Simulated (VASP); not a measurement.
Write the native input for VASP 6.6.1 that does the following.

```
Task                   : single point
Functional             : PBE
Potentials or basis    : VASP PAW PBE potentials, release 64 (Zr_sv, B)
Cutoff                 : 520 eV
k mesh                 : 10 × 10 × 8
Occupations            : fermi-dirac, width 0.05 eV
Spin                   : no spin polarisation
Further INCAR settings : ALGO = Normal; EDIFF = 1e-07; NBANDS = 16
```

The structure of ZrB2 lies in POSCAR:

```
ZrB2
1.0
    3.1700000000      0.0000000000      0.0000000000
   -1.5850000000      2.7453005300      0.0000000000
    0.0000000000      0.0000000000      3.5330000000
Zr B
1 2
Direct
    0.0000000000      0.0000000000      0.0000000000
    0.6666666667      0.3333333333      0.5000000000
    0.3333333333      0.6666666667      0.5000000000
```

These files were run (other wordings do the same):

INCAR

```
SYSTEM = ZrB2
ALGO = Normal
EDIFF = 1E-7
ENCUT = 520
GGA = PE
ISIF = 2
ISMEAR = -1
LASPH = .True.
LCHARG = .True.
LELF = .True.
LREAL = .False.
LVHAR = .True.
LWAVE = .False.
NBANDS = 16
NELM = 80
PREC = Accurate
SIGMA = 0.05
```

KPOINTS

```
k-points
0
Gamma
  10 10 8
  0 0 0
```

Potentials or basis: VASP PAW PBE potentials, release 64 (Zr_sv, B).

Launch:

```console
$ cat potpaw_PBE.64/Zr_sv/POTCAR potpaw_PBE.64/B/POTCAR > POTCAR
$ mpirun -np 1 vasp_std > vasp.out
```

It gave:

* Pressure: 0.9 GPa
* Band gap on the k mesh: none (metal or under the smearing width)

It took 15 s on 1 thread of Intel(R) Xeon(R) Platinum 8488C (Sapphire Rapids), with other jobs on the host, peak memory 0.16 GiB.
